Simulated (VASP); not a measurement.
# InSe (P6_3/mmc) in VASP: settings compared

Aim: see how the results for InSe move with the level of theory and the settings. Levels: PBE0, HSE06. Tasks: single point.

All numbers are computed with VASP 6.6.1; they aren't measurements. Logs are shortened: lines on timing, memory, paths and dates and some standing lists are left out, and cuts for length are marked.

### 1 The crystal as given

The structure is hexagonal, space group P6_3/mmc (No. 194). The conventional cell has a = 4.050 Å, b = 4.050 Å, c = 16.930 Å, α = 90.00°, β = 90.00°, γ = 120.00°. Around In (site symmetry 3m) lie 3 Se at 2.52 Å. Se (site symmetry 3m) has 3 In at 2.52 Å as nearest neighbours.

### 2 Single point, PBE0

Input file POSCAR:

```
InSe
1.0
    4.0500000000      0.0000000000      0.0000000000
   -2.0250000000      3.5074028853      0.0000000000
    0.0000000000      0.0000000000     16.9300000000
In Se
4 4
Direct
    0.3333333333      0.6666666667      0.1570000000
    0.6666666667      0.3333333333      0.6570000000
    0.3333333333      0.6666666667      0.3430000000
    0.6666666667      0.3333333333      0.8430000000
    0.3333333333      0.6666666667      0.6020000000
    0.6666666667      0.3333333333      0.1020000000
    0.3333333333      0.6666666667      0.8980000000
    0.6666666667      0.3333333333      0.3980000000
```

Input file INCAR.step1:

```
SYSTEM = InSe
PREC     = Accurate       ! precision mode
ENCUT    = 400            ! plane-wave cutoff, eV
EDIFF    = 1E-5           ! SCF threshold, eV
ISMEAR   = 0              ! smearing method
SIGMA    = 0.02           ! smearing width, eV
LREAL    = .False.        ! projectors in reciprocal space
LASPH    = .True.         ! aspherical terms in the spheres
NELM     = 100            ! most SCF steps
ALGO     = Normal         ! electronic algorithm
ISIF     = 2              ! what is computed and relaxed
LWAVE    = .True.         ! write WAVECAR
NBANDS   = 48             ! bands
GGA      = PE             ! functional
```

Input file INCAR.step2:

```
SYSTEM = InSe
PREC     = Accurate       ! precision mode
ENCUT    = 400            ! plane-wave cutoff, eV
EDIFF    = 1E-6           ! SCF threshold, eV
ISMEAR   = 0              ! smearing method
SIGMA    = 0.02           ! smearing width, eV
LREAL    = .False.        ! projectors in reciprocal space
LASPH    = .True.         ! aspherical terms in the spheres
NELM     = 100            ! most SCF steps
ALGO     = Normal         ! electronic algorithm
ISIF     = 2              ! what is computed and relaxed
LWAVE    = .False.        ! write WAVECAR
LCHARG   = .True.         ! write CHGCAR
GGA      = PE             ! functional
LHFCALC  = .True.         ! exact exchange
AEXX     = 0.25           ! exact-exchange fraction
PRECFOCK = Fast         
HFRCUT   = -1           
LELF     = .True.         ! ELF
LVHAR    = .True.       
NBANDS   = 48             ! bands
ISTART   = 1
```

Input file KPOINTS:

```
Automatic mesh
0
Gamma
  6 6 1
  0 0 0
```

Potentials or basis: VASP PAW PBE potentials, release 64 (In_d, Se).

On the command line:

```
> cat potpaw_PBE.64/In_d/POTCAR potpaw_PBE.64/Se/POTCAR > POTCAR
> cp INCAR.step1 INCAR
> mpirun -np 1 vasp_std > vasp.out
> cp INCAR.step2 INCAR
> mpirun -np 1 vasp_std > vasp.out
```

OUTCAR:

```text
SYSTEM = InSe
   PREC = Accurate
   ENCUT = 400
   EDIFF = 1E-6
   ISMEAR = 0
   LREAL = .False.
   LASPH = .True.
   NELM = 100
   ISIF = 2
   GGA = PE
   LHFCALC = .True.
   AEXX = 0.25
   PRECFOCK = Fast
   ISTART = 1

 ion  position               nearest neighbor table
   1  0.333  0.667  0.157-   6 2.52   6 2.52   6 2.52   3 3.15
   2  0.667  0.333  0.657-   5 2.52   5 2.52   5 2.52   4 3.15
   3  0.333  0.667  0.343-   8 2.52   8 2.52   8 2.52   1 3.15
   4  0.667  0.333  0.843-   7 2.52   7 2.52   7 2.52   2 3.15
   5  0.333  0.667  0.602-   2 2.52   2 2.52   2 2.52
   6  0.667  0.333  0.102-   1 2.52   1 2.52   1 2.52
   7  0.333  0.667  0.898-   4 2.52   4 2.52   4 2.52
   8  0.667  0.333  0.398-   3 2.52   3 2.52   3 2.52

  LATTYP: Found a hexagonal cell.
 ALAT       =     4.0500000000
 C/A-ratio  =     4.1802469136

  Lattice vectors:

 A1 = (   4.0500000000,   0.0000000000,   0.0000000000)
 A2 = (  -2.0250000000,   3.5074028853,   0.0000000000)
 A3 = (   0.0000000000,   0.0000000000,  16.9300000000)

Analysis of symmetry for initial positions (statically):
=====================================================================
 Subroutine PRICEL returns:
 Original cell was already a primitive cell.

 Routine SETGRP: Setting up the symmetry group for a
 hexagonal supercell.

 Subroutine GETGRP returns: Found 24 space group operations
 (whereof 12 operations were pure point group operations)
 out of a pool of 24 trial point group operations.

The static configuration has the point symmetry D_3d.
 The point group associated with its full space group is D_6h.

Analysis of symmetry for dynamics (positions and initial velocities):
=====================================================================
 Subroutine PRICEL returns:
 Original cell was already a primitive cell.

 Routine SETGRP: Setting up the symmetry group for a
 hexagonal supercell.

 Subroutine GETGRP returns: Found 24 space group operations
 (whereof 12 operations were pure point group operations)
 out of a pool of 24 trial point group operations.

The dynamic configuration has the point symmetry D_3d.
 The point group associated with its full space group is D_6h.

 Subroutine INISYM returns: Found 24 space group operations
[... 101 lines left out ...]
   PSTRESS=    0.0 pullay stress
   NELECT =      76.0000    total number of electrons
   NUPDOWN=      -1.0000    fix difference up-down
   EMIN   =  10.00;   EMAX   =-10.00  energy-range for DOS
   EFERMI =   0.00;   METHOD = LEGACY
   ISMEAR =     0;   SIGMA  =   0.02  broadening in eV -4-tet -1-fermi 0-gaus
   EFERMI_NEDOS =   21; number of points for ismear=-14 and -15
   IALGO  =     38    algorithm
   IMIX   =      1    mixing-type and parameters
     AMIX     =   0.40;   BMIX     =  1.00
     AMIX_MAG =   1.60;   BMIX_MAG =  1.00
  volume/ion in A,a.u.               =      30.06       202.86
  Fermi-wavevector in a.u.,A,eV,Ry     =   1.115099  2.107232 16.918111  1.243446
  Thomas-Fermi vector in A             =   2.251701
   LORBIT       =      0    0 simple, 1 ext, 2 COOP (PROOUT), +10 PAW based schemes
   GGA     = PE    functional components
   LHFCALC =     T    Hartree Fock is set to
   PRECFOCK=fast      Normal, Fast or Accurate (Low or Medium for compatibility)
   ENCUT4O =  -1.0   cutoff for four orbital integrals eV
   NKREDX  =     1    reduce k-point grid by
   NKREDY  =     1    reduce k-point grid by
   NKREDZ  =     1    reduce k-point grid by
   AEXX    =    0.2500 exact exchange contribution
   HFSCREEN=    0.0000 screening length (either q_TF or 0.3 A-1)
   HFSCREENC=   0.0000 screening length for correlation (either q_TF or 0.3 A-1)
   ENCUTFOCK=  -1.0 apply spherical cutoff to Coloumb kernel
   IVDW    =     0    specifies the selected vdW correction
   LEPSILON=     F    determine dielectric tensor
   LRPA    =     F    only Hartree local field effects (RPA)
 non-spin polarized calculation
 Gauss-broadening in eV      SIGMA  =   0.02
  energy-cutoff  :      400.00
  volume of cell :      240.49
 maximum number of plane-waves:      4411
 NGX is ok and might be reduce to    28
  NGX = 16; NGY = 16; NGZ = 70

 number of electron      75.9999992 magnetization

 Free energy of the ion-electron system (eV)
  ---------------------------------------------------
  ext. energy  EPLUGINS =         0.00000000
  ---------------------------------------------------
  free energy    TOTEN  =       -36.06007426 eV

  energy without entropy =      -36.06007426  energy(sigma->0) =      -36.06007426

 E-fermi :   3.6858     XC(G=0):  -6.8667

 val. band max:        3.5372432545   @ k =   0.0000   0.0000   0.0000
 cond. band min:       4.4998775388   @ k =   0.0000   0.0000   0.0000
 fundamental gap:      0.9626342843
 Fermi energy:         3.6857817514

 k-point     1 :       0.0000    0.0000    0.0000
  band No.  band energies     occupation
      1     -13.5335      2.00000
      2     -13.5277      2.00000
      3     -13.4071      2.00000
      4     -13.3972      2.00000
      5     -13.3935      2.00000
      6     -13.3935      2.00000
[... 346 lines left out ...]
     47      10.2844      0.00000
     48      10.3338      0.00000

------------------------ aborting loop because EDIFF is reached ----------------------------------------

  FORCE on cell =-STRESS in cart. coord.  units (eV):
  Direction    XX          YY          ZZ          XY          YZ          ZX
  --------------------------------------------------------------------------------------
  -------------------------------------------------------------------------------------
  Total       12.1367476     12.1367476      0.2482113      0.0000000      0.0000000      0.0000000
  in kB       80.8565609     80.8565609      1.6536154      0.0000000      0.0000000      0.0000000
  external PRESSURE =      54.4555791 kB  Pullay stress =       0.0000000 kB

 VOLUME and BASIS-vectors are now :
 -----------------------------------------------------------------------------
  energy-cutoff  :      400.00
  volume of cell :      240.49
      direct lattice vectors                 reciprocal lattice vectors
     4.050000000  0.000000000  0.000000000     0.246913580  0.142555622  0.000000000
    -2.025000000  3.507402885  0.000000000     0.000000000  0.285111244  0.000000000
     0.000000000  0.000000000 16.930000000     0.000000000  0.000000000  0.059066745

 POSITION                                       TOTAL-FORCE (eV/Angst)
 -----------------------------------------------------------------------------------
     -0.00000      2.33827      2.65801         0.000000     -0.000000      2.903289
      2.02500      1.16913     11.12301        -0.000000     -0.000000      2.903289
     -0.00000      2.33827      5.80699         0.000000      0.000000     -2.903289
      2.02500      1.16913     14.27199        -0.000000      0.000000     -2.903289
     -0.00000      2.33827     10.19186        -0.000000     -0.000000     -1.836720
      2.02500      1.16913      1.72686         0.000000     -0.000000     -1.836720
     -0.00000      2.33827     15.20314        -0.000000      0.000000      1.836720
      2.02500      1.16913      6.73814         0.000000     -0.000000      1.836720
 -----------------------------------------------------------------------------------
    total drift:                               -0.000003      0.000003      0.000000

  FREE ENERGIE OF THE ION-ELECTRON SYSTEM (eV)
  ---------------------------------------------------
  free  energy   TOTEN  =       -36.0600742573 eV

  energy  without entropy=      -36.0600742573  energy(sigma->0) =      -36.06007426
```

OSZICAR.step1:

```text
N       E                     dE             d eps       ncg     rms          rms(c)
DAV:   1     0.717091033325E+03    0.71709E+03   -0.29838E+04   688   0.148E+03
DAV:   2     0.771519894038E+02   -0.63994E+03   -0.61895E+03   688   0.403E+02
DAV:   3    -0.215800640026E+02   -0.98732E+02   -0.96470E+02   840   0.181E+02
DAV:   4    -0.272619395050E+02   -0.56819E+01   -0.56529E+01   800   0.439E+01
DAV:   5    -0.274591010514E+02   -0.19716E+00   -0.19708E+00   864   0.810E+00    0.122E+01
DAV:   6    -0.265483943846E+02    0.91071E+00   -0.15553E+00   888   0.152E+01    0.654E+00
DAV:   7    -0.264749441303E+02    0.73450E-01   -0.11792E+00  1000   0.692E+00    0.159E+00
DAV:   8    -0.264721706919E+02    0.27734E-02   -0.15904E-01   992   0.406E+00    0.116E+00
DAV:   9    -0.264764814661E+02   -0.43108E-02   -0.22554E-02   952   0.679E-01    0.543E-01
DAV:  10    -0.264756120156E+02    0.86945E-03   -0.54345E-03   880   0.106E+00    0.314E-01
DAV:  11    -0.264761484611E+02   -0.53645E-03   -0.17384E-03   744   0.188E-01    0.513E-02
DAV:  12    -0.264761480674E+02    0.39364E-06   -0.65136E-05   872   0.408E-02
   1 F= -.26476148E+02 E0= -.26475529E+02  d E =-.123882E-02
```

Wall time 57 min (1 thread of Intel Xeon Platinum 8559C (Emerald Rapids), shared host); peak memory 0.34 GiB.

What came out:

* Free energy: -36.0601 eV
* Pressure: 5.4 GPa
* Largest force: 2.903 eV/Å
* Band gap on the k mesh: 0.96 eV, direct

Forces on the atoms (eV/Å):
```
In   0.000  0.000  2.903
In   0.000  0.000  2.903
In   0.000  0.000 -2.903
In   0.000  0.000 -2.903
Se   0.000  0.000 -1.837
Se   0.000  0.000 -1.837
Se   0.000  0.000  1.837
Se   0.000  0.000  1.837
```

Stress tensor (GPa, compression positive):
```
8.09 0.00 0.00
0.00 8.09 0.00
0.00 0.00 0.17
```

Caveat: the PAW data sets were made with another functional, which shifts forces and pressure a little; spin-orbit coupling is left out, which moves the levels of the heavy elements; this functional lacks dispersion, which binds the layers, so the pressure and a relaxed spacing across them are unreliable.

### 3 Single point, HSE06

POSCAR is that of step 2.

Input file INCAR.step1:

```
PREC     = Accurate       # precision mode
ENCUT    = 400            # plane-wave cutoff, eV
EDIFF    = 1E-5           # SCF threshold, eV
ISMEAR   = 0              # smearing method
SIGMA    = 0.02           # smearing width, eV
LREAL    = F              # projectors in reciprocal space
LASPH    = T              # aspherical terms in the spheres
NELM     = 60             # most SCF steps
ALGO     = Normal         # electronic algorithm
ISIF     = 2              # what is computed and relaxed
LWAVE    = T              # write WAVECAR
LCHARG   = F              # write CHGCAR
GGA      = PE             # functional
```

Input file INCAR.step2:

```
PREC     = Accurate       # precision mode
ENCUT    = 400            # plane-wave cutoff, eV
EDIFF    = 1E-6           # SCF threshold, eV
ISMEAR   = 0              # smearing method
SIGMA    = 0.02           # smearing width, eV
LREAL    = F              # projectors in reciprocal space
LASPH    = T              # aspherical terms in the spheres
NELM     = 60             # most SCF steps
ALGO     = Normal         # electronic algorithm
ISIF     = 2              # what is computed and relaxed
LWAVE    = F              # write WAVECAR
LCHARG   = F              # write CHGCAR
GGA      = PE             # functional
LHFCALC  = T              # exact exchange
HFSCREEN = 0.2            # screening, 1/A
PRECFOCK = Normal       
ISTART   = 1
```

Input file KPOINTS:

```
regular mesh
0
Gamma
  6 6 1
```

Potentials or basis: VASP PAW PBE potentials, release 64 (In_d, Se).

On the command line:

```
> cat potpaw_PBE.64/In_d/POTCAR potpaw_PBE.64/Se/POTCAR > POTCAR
> cp INCAR.step1 INCAR
> mpirun -np 1 vasp_std > vasp.out
> cp INCAR.step2 INCAR
> mpirun -np 1 vasp_std > vasp.out
```

It took 2.7 h on 1 thread of AMD EPYC 7R13 (Zen 3), shared host; peak memory 0.44 GiB.

The run converged. Its results:

| Quantity | Value |
| --- | --- |
| Free energy | -32.8560 eV |
| Pressure | 5.7 GPa |
| Largest force | 2.898 eV/Å |
| Band gap on the k mesh | 0.31 eV, direct |

Forces in eV/Å, atoms in the order of the input:
```
In   0.000  0.000  2.898
In   0.000  0.000  2.898
In   0.000  0.000 -2.898
In   0.000  0.000 -2.898
Se   0.000  0.000 -1.826
Se   0.000  0.000 -1.826
Se   0.000  0.000  1.826
Se   0.000  0.000  1.826
```

Stress tensor (GPa, compression positive):
```
8.25 0.00 0.00
0.00 8.25 0.00
0.00 0.00 0.59
```

Levels at points of the mesh, in eV from the valence-band top:
| k point | band 36 | band 37 | band 38 | band 39 | band 40 | band 41 |
| --- | --- | --- | --- | --- | --- | --- |
| (0.00, 0.00, 0.00) | -2.41 | -1.33 | 0.00 | 0.31 | 1.06 | 1.85 |
| (0.50, 0.00, 0.00) | -2.92 | -1.56 | -1.06 | 1.63 | 1.69 | 2.04 |

Caveat: the PAW data sets were made with another functional, which shifts forces and pressure a little; spin-orbit coupling is left out, which moves the levels of the heavy elements; this functional lacks dispersion, which binds the layers, so the pressure and a relaxed spacing across them are unreliable.
